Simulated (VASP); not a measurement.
# Pb (P6_3/mmc) in VASP: a series of runs

Runs on Pb. Level: PBE+D3(BJ). Tasks: relaxation of cell and atoms, single point.

Program: VASP 6.6.1. These are calculated values, not measurements. Logs are shortened: lines on timing, memory, paths and dates and some standing lists are left out, and cuts for length are marked.

## (1) The crystal as given

The structure is hexagonal, space group P6_3/mmc (No. 194). Conventional cell: a = 3.480 Å, b = 3.480 Å, c = 5.590 Å, α = 90.00°, β = 90.00°, γ = 120.00°. Pb (site symmetry -6m2) is surrounded by 12 Pb at 3.44 to 3.48 Å.

This isn't the form of Pb at room conditions, which is fcc.

## (2) Relaxation of cell and atoms, PBE+D3(BJ)

INCAR

```
PREC = Accurate
ENCUT = 600
EDIFF = 1E-6
ISMEAR = 0
SIGMA = 0.1
LREAL = False
LASPH = True
NELM = 100
ALGO = Fast
ISIF = 3
LWAVE = False
LCHARG = False
GGA = PE
IVDW = 12
IBRION = 2
NSW = 100
EDIFFG = -0.005
```

KPOINTS

```
regular mesh
0
Gamma
  15 15 8
```

POSCAR

```
Pb
1.0
    3.4800000000      0.0000000000      0.0000000000
   -1.7400000000      3.0137684052      0.0000000000
    0.0000000000      0.0000000000      5.5900000000
Pb
2
Direct
    0.3333333333      0.6666666667      0.2500000000
    0.6666666667      0.3333333333      0.7500000000
```

Potentials or basis: VASP PAW PBE potentials, release 64 (Pb_d).

The run is started by

```sh
> cat potpaw_PBE.64/Pb_d/POTCAR > POTCAR
> mpirun -np 1 vasp_std > vasp.out
```

OUTCAR:

```text
PREC = Accurate
   ENCUT = 600
   EDIFF = 1E-6
   ISMEAR = 0
   LREAL = False
   LASPH = True
   NELM = 100
   ISIF = 3
   GGA = PE
   IVDW = 12
   IBRION = 2
   NSW = 100
   EDIFFG = -0.005
 IVDW          = 12

 ion  position               nearest neighbor table
   1  0.333  0.667  0.250-   2 3.44   2 3.44   2 3.44   2 3.44   2 3.44   2 3.44
   2  0.667  0.333  0.750-   1 3.44   1 3.44   1 3.44   1 3.44   1 3.44   1 3.44

  LATTYP: Found a hexagonal cell.
 ALAT       =     3.4800000000
 C/A-ratio  =     1.6063218391

  Lattice vectors:

 A1 = (   3.4800000000,   0.0000000000,   0.0000000000)
 A2 = (  -1.7400000000,   3.0137684052,   0.0000000000)
 A3 = (   0.0000000000,   0.0000000000,   5.5900000000)

Analysis of symmetry for initial positions (statically):
=====================================================================
 Subroutine PRICEL returns:
 Original cell was already a primitive cell.

 Routine SETGRP: Setting up the symmetry group for a
 hexagonal supercell.

 Subroutine GETGRP returns: Found 24 space group operations
 (whereof 12 operations were pure point group operations)
 out of a pool of 24 trial point group operations.

The static configuration has the point symmetry D_3d.
 The point group associated with its full space group is D_6h.

Analysis of symmetry for dynamics (positions and initial velocities):
=====================================================================
 Subroutine PRICEL returns:
 Original cell was already a primitive cell.

 Routine SETGRP: Setting up the symmetry group for a
 hexagonal supercell.

 Subroutine GETGRP returns: Found 24 space group operations
 (whereof 12 operations were pure point group operations)
 out of a pool of 24 trial point group operations.

The dynamic configuration has the point symmetry D_3d.
 The point group associated with its full space group is D_6h.

 Subroutine INISYM returns: Found 24 space group operations
 (whereof 12 operations are pure point group operations),
 and found     1 'primitive' translations

----------------------------------------------------------------------------------------

                                     Primitive cell

  volume of cell :      58.6274

  direct lattice vectors                    reciprocal lattice vectors
     3.480000000  0.000000000  0.000000000     0.287356322  0.165905250  0.000000000
    -1.740000000  3.013768405  0.000000000     0.000000000  0.331810500  0.000000000
     0.000000000  0.000000000  5.590000000     0.000000000  0.000000000  0.178890877

  length of vectors
     3.480000000  3.480000000  5.590000000     0.331810500  0.331810500  0.178890877

  position of ions in fractional coordinates (direct lattice)
     0.333333333  0.666666667  0.250000000
     0.666666667  0.333333333  0.750000000

  ion indices of the primitive-cell ions
   primitive index   ion index
                 1           1
                 2           2

----------------------------------------------------------------------------------------

 KPOINTS: regular mesh

Automatic generation of k-mesh.
 Grid dimensions read from file:
 generate k-points for:   15   15    8

 Generating k-lattice:

  Cartesian coordinates                     Fractional coordinates (reciprocal lattice)
     0.019157088  0.011060350  0.000000000     0.066666667 -0.000000000  0.000000000
     0.000000000  0.022120700  0.000000000     0.000000000  0.066666667  0.000000000
     0.000000000  0.000000000  0.022361360     0.000000000  0.000000000  0.125000000

  Length of vectors
     0.022120700  0.022120700  0.022361360

  Shift w.r.t. Gamma in fractional coordinates (k-lattice)
     0.000000000  0.000000000  0.000000000

 Subroutine IBZKPT returns following result:
 ===========================================

 Found    135 irreducible k-points:

 Following reciprocal coordinates:
            Coordinates               Weight
  0.000000  0.000000  0.000000      1.000000
  0.066667  0.000000  0.000000      6.000000
  0.133333  0.000000  0.000000      6.000000
  0.200000  0.000000  0.000000      6.000000
  0.266667  0.000000  0.000000      6.000000
  0.333333  0.000000  0.000000      6.000000
[... 16 lines left out ...]
  0.333333  0.200000  0.000000     12.000000
  0.400000  0.200000  0.000000      6.000000
 [... further k-points ...]
   k-points           NKPTS =    135   k-points in BZ     NKDIM =    135   number of bands    NBANDS=     18
   number of dos      NEDOS =    301   number of ions     NIONS =      2
   total plane-waves  NPLWV =  37632
   dimension x,y,z NGX =    28 NGY =   28 NGZ =   48
   dimension x,y,z NGXF=    56 NGYF=   56 NGZF=   96
   ions per type =               2
   NGX,Y,Z   is equivalent  to a cutoff of  13.38, 13.38, 14.28 a.u.
   NGXF,Y,Z  is equivalent  to a cutoff of  26.75, 26.75, 28.55 a.u.
 SYSTEM =  unknown system
   PREC   = accura    normal or accurate (medium, high low for compatibility)
   ISTART =      0    job   : 0-new  1-cont  2-samecut
   ICHARG =      2    charge: 1-file 2-atom 10-const
   ISPIN  =      1    spin polarized calculation?
   LNONCOLLINEAR =      F non collinear calculations
   LSORBIT =      F    spin-orbit coupling
   LASPH  =      T    aspherical Exc in radial PAW
   ENCUT  =  600.0 eV  44.10 Ry    6.64 a.u.   6.95  6.95 11.16*2*pi/ulx,y,z
   NELM   =    100;   NELMIN=  2; NELMDL= -5     # of ELM steps
   EDIFF  = 0.1E-05   stopping-criterion for ELM
   LREAL  =      F    real-space projection
   EDIFFG = -.5E-02   stopping-criterion for IOM
   NSW    =    100    number of steps for IOM
   IBRION =      2    ionic relax: 0-MD 1-quasi-New 2-CG
   NFREE  =      1    steps in history (QN), initial steepest desc. (CG)
   ISIF   =      3    stress and relaxation
   ISYM   =      2    0-nonsym 1-usesym 2-fastsym
   POTIM  = 0.5000    time-step for ionic-motion
   TEBEG  =    0.0;   TEEND  =   0.0 temperature during run
   PSTRESS=    0.0 pullay stress
   NELECT =      28.0000    total number of electrons
   NUPDOWN=      -1.0000    fix difference up-down
   EMIN   =  10.00;   EMAX   =-10.00  energy-range for DOS
   EFERMI =   0.00;   METHOD = LEGACY
   ISMEAR =     0;   SIGMA  =   0.10  broadening in eV -4-tet -1-fermi 0-gaus
   EFERMI_NEDOS =   21; number of points for ismear=-14 and -15
   IALGO  =     68    algorithm
   IMIX   =      4    mixing-type and parameters
     AMIX     =   0.40;   BMIX     =  1.00
     AMIX_MAG =   1.60;   BMIX_MAG =  1.00
  volume/ion in A,a.u.               =      29.31       197.82
  Fermi-wavevector in a.u.,A,eV,Ry     =   1.279658  2.418203 22.279870  1.637524
  Thomas-Fermi vector in A             =   2.412131
   LORBIT       =      0    0 simple, 1 ext, 2 COOP (PROOUT), +10 PAW based schemes
   GGA     = PE    functional components
   LHFCALC =     F    Hartree Fock is set to
   AEXX    =    0.0000 exact exchange contribution
   IVDW    =    12    specifies the selected vdW correction
   LEPSILON=     F    determine dielectric tensor
   LRPA    =     F    only Hartree local field effects (RPA)
 conjugate gradient relaxation of ions
 non-spin polarized calculation
 RMM-DIIS sequential band-by-band and
 Gauss-broadening in eV      SIGMA  =   0.10
  energy-cutoff  :      600.00
  volume of cell :       58.63
 maximum number of plane-waves:      1975
 NGX is ok and might be reduce to    28
   NGX = 13   NGY = 13   NGZ = 23

--------------------------------------- Ionic step        1  -------------------------------------------

 number of electron      27.9999996 magnetization

 Free energy of the ion-electron system (eV)
  ---------------------------------------------------
  ext. energy  EPLUGINS =         0.00000000
  ---------------------------------------------------
  free energy    TOTEN  =        -7.04395615 eV

  energy without entropy =       -7.04002954  energy(sigma->0) =       -7.04199284

------------------------ aborting loop because EDIFF is reached ----------------------------------------

 Edisp (eV)   -0.84794

 E8    (eV) :    -0.4297

  FORCE on cell =-STRESS in cart. coord.  units (eV):
  Direction    XX          YY          ZZ          XY          YZ          ZX
  --------------------------------------------------------------------------------------
  -------------------------------------------------------------------------------------
  Total       0.42524     0.42524     1.14297     0.00000     0.00000     0.00000
  in kB      11.62105    11.62105    31.23518     0.00000     0.00000     0.00000
  external pressure =       18.16 kB  Pullay stress =        0.00 kB
[... 221 lines left out ...]
  energy  without entropy=       -7.9056944909  energy(sigma->0) =       -7.90725988

--------------------------------------- Ionic step        7  -------------------------------------------

 number of electron      28.0000003 magnetization

 Free energy of the ion-electron system (eV)
  ---------------------------------------------------
  ext. energy  EPLUGINS =         0.00000000
  ---------------------------------------------------
  free energy    TOTEN  =        -7.08907672 eV

  energy without entropy =       -7.08595279  energy(sigma->0) =       -7.08751476

 E-fermi :   7.2484     XC(G=0): -10.1898

 val. band max:        7.2053682545   @ k =   0.3333   0.0000   0.2500
 cond. band min:       7.2916955935   @ k =   0.2667   0.1333   0.1250
 fundamental gap:      0.0863273390
 Fermi energy:         7.2483609536

 k-point     1 :       0.0000    0.0000    0.0000
  band No.  band energies     occupation
      1      -9.8195      2.00000
      2      -9.7951      2.00000
      3      -9.7709      2.00000
      4      -9.7709      2.00000
      5      -9.7508      2.00000
      6      -9.7508      2.00000
[... 10 lines left out ...]
     17      14.7104      0.00000
     18      14.7104      0.00000
[... 466 lines left out ...]
      2      -9.8365      2.00000
      3      -9.7443      2.00000
      4      -9.7317      2.00000
      5      -9.6820      2.00000
      6      -9.6534      2.00000
[... 10 lines left out ...]
     17       9.0459      0.00000
     18       9.7058      0.00000

 [... further k-points ...]

------------------------ aborting loop because EDIFF is reached ----------------------------------------

 Edisp (eV)   -0.81975

 E8    (eV) :    -0.4154

  FORCE on cell =-STRESS in cart. coord.  units (eV):
  Direction    XX          YY          ZZ          XY          YZ          ZX
  --------------------------------------------------------------------------------------
  -------------------------------------------------------------------------------------
  Total       0.00557     0.00557     0.00595     0.00000     0.00000    -0.00000
  in kB       0.14729     0.14729     0.15728     0.00000     0.00000    -0.00000
  external pressure =        0.15 kB  Pullay stress =        0.00 kB
[... 17 lines left out ...]
  FREE ENERGIE OF THE ION-ELECTRON SYSTEM (eV)
  ---------------------------------------------------
  free  energy   TOTEN  =        -7.9088246580 eV

  energy  without entropy=       -7.9057007248  energy(sigma->0) =       -7.90726269

 reached required accuracy - stopping structural energy minimisation
```

Wall time 4.2 min (1 thread of Intel Xeon 6975P-C (Granite Rapids), shared host); peak memory 0.31 GiB.

What came out:

```yaml
Free_energy: -7.9088 eV
Relaxed_volume: 30.30 Å³/atom
Relaxed_cell: a = 3.488 Å, b = 3.488 Å, c = 5.751 Å, α = 90.00°, β = 90.00°, γ = 120.00°
Space_group_after_relaxing_to_0.05_Å: P6_3/mmc (No. 194)
Energy_gained_by_relaxing: 8.5 meV/atom
Ionic_steps: 7
Pressure_after_relaxing: 0.0 GPa
Band_gap_on_the_k_mesh: none (metal or under the smearing width)
Dispersion_energy_per_atom: -0.410 eV
```

The path:
```csv
step,energy change (eV),largest force (eV/Å),pressure (GPa),volume (Å³)
1,0.0000,0.0000,1.82,58.63
2,-0.0146,0.0000,-0.70,61.49
3,-0.0154,0.0000,-0.19,60.88
4,-0.0168,0.0000,-0.06,60.70
5,-0.0169,0.0000,0.02,60.59
6,-0.0169,0.0000,0.02,60.61
7,-0.0169,0.0000,0.02,60.61
```

Final structure:
```xyz
2
Lattice="3.4884 0.0000 0.0000 -1.7442 3.0211 0.0000 0.0000 0.0000 5.7507" Properties=species:S:1:pos:R:3 pbc="T T T"
Pb    0.0000    2.0140    1.4377
Pb    1.7442    1.0070    4.3131
```

Levels at points of the mesh, in eV from the Fermi level:
```csv
k point,band 10,band 11,band 12,band 13,band 14,band 15,band 16,band 17,band 18
"(0.00, 0.00, 0.00)",-16.78,-11.72,-8.17,-4.18,5.72,5.72,7.41,7.46,7.46
"(0.00, 0.00, 0.50)",-16.84,-10.54,-10.54,0.68,0.68,6.54,6.54,6.54,6.54
```

Caveat: pairwise dispersion overbinds metals, which lowers pressure and volume. Zero-point motion and thermal expansion aren't in these numbers.

## (3) Single point, PBE+D3(BJ)

This run uses another cell than the first one, of 30.33 Å³/atom, 1.035 times its volume.

INCAR

```
PREC = Accurate
ENCUT = 520
EDIFF = 1E-6
ISMEAR = 0
SIGMA = 0.1
LREAL = F
LASPH = T
NELM = 100
ALGO = Fast
ISIF = 2
LWAVE = F
LCHARG = T
GGA = PE
IVDW = 12
LELF = T
LVHAR = T
NBANDS = 21
```

KPOINTS is that of step 2.

POSCAR

```
Pb
1.0
    3.4894605500      0.0000000000      0.0000000000
   -1.7447302750      3.0219614818      0.0000000000
    0.0000000000      0.0000000000      5.7527048413
Pb
2
Direct
    0.3333333333      0.6666666667      0.2500000000
    0.6666666667      0.3333333333      0.7500000000
```

Potentials or basis: VASP PAW PBE potentials, release 64 (Pb_d).

The run is started by

```sh
> cat potpaw_PBE.64/Pb_d/POTCAR > POTCAR
> mpirun -np 1 vasp_std > vasp.out
```

It took 66 s on 1 thread of Intel Xeon 6975P-C (Granite Rapids), shared host; peak memory 0.29 GiB.

It converged, with:

```yaml
Free_energy: -7.9091 eV
Pressure: -0.1 GPa
Band_gap_on_the_k_mesh: none (metal or under the smearing width)
Dispersion_energy_per_atom: -0.409 eV
```

Levels at points of the mesh, in eV from the Fermi level:
```tsv
k point	band 12	band 13	band 14	band 15	band 16	band 17
(0.00, 0.00, 0.00)	-8.17	-4.18	5.71	5.71	7.40	7.45
(0.00, 0.00, 0.50)	-10.54	0.68	0.68	6.54	6.54	6.54
```

Caveat: pairwise dispersion overbinds metals, which lowers pressure and volume.

## (4) Single point, PBE+D3(BJ)

This run uses another cell than the first one, of 33.36 Å³/atom, 1.138 times its volume.

INCAR

```
SYSTEM = Pb
  ALGO = Fast
  EDIFF = 1E-7
  ENCUT = 520
  GGA = PE
  ISIF = 2
  ISMEAR = 0
  IVDW = 12
  LASPH = .TRUE.
  LCHARG = .FALSE.
  LREAL = .FALSE.
  LWAVE = .FALSE.
  NBANDS = 21
  NELM = 100
  PREC = Accurate
  SIGMA = 0.1
```

KPOINTS

```
k-points
0
G
  15 15 8
  0 0 0
```

POSCAR

```
Pb
1.0
    3.6021007394      0.0000000000      0.0000000000
   -1.8010503697      3.1195107473      0.0000000000
    0.0000000000      0.0000000000      5.9384028179
Pb
2
Direct
    0.3333333333      0.6666666667      0.2500000000
    0.6666666667      0.3333333333      0.7500000000
```

The run is started by

```sh
> cat potpaw_PBE.64/Pb_d/POTCAR > POTCAR
> mpirun -np 1 vasp_std > vasp.out
```

Wall time 78 s (1 thread of Intel Xeon 6975P-C (Granite Rapids), shared host); peak memory 0.3 GiB.

It converged, with:

```
Free energy                : -7.8377 eV
Pressure                   : -3.5 GPa
Band gap on the k mesh     : none (metal or under the smearing width)
Dispersion energy per atom : -0.372 eV
```

Levels at points of the mesh, in eV from the Fermi level:
```csv
k point,band 11,band 12,band 13,band 14,band 15,band 16,band 17,band 18
"(0.00, 0.00, 0.00)",-11.11,-8.09,-3.73,5.18,5.18,6.67,6.72,6.72
"(0.00, 0.00, 0.50)",-10.06,-10.06,0.55,0.55,5.91,5.91,5.91,5.91
```

Caveat: pairwise dispersion overbinds metals, which lowers pressure and volume.

## (5) Summary

```tsv
task	cell	cutoff (eV)	gap on the mesh (eV)	pressure (GPa)
relaxation of cell and atoms	relaxed	600	none	0.0
single point	P6_3/mmc, 30.33 Å³/atom	520	none	-0.1
single point	P6_3/mmc, 33.36 Å³/atom	520	none	-3.5
```

Alike in all rows: level PBE+D3(BJ); potentials or basis VASP PAW PBE potentials, release 64 (Pb_d); no spin polarisation; k mesh 15 × 15 × 8; smearing gaussian 0.1 eV.

Caveats: pairwise dispersion overbinds metals, which lowers pressure and volume.

Absolute energies hang on the potentials; compare differences alone.
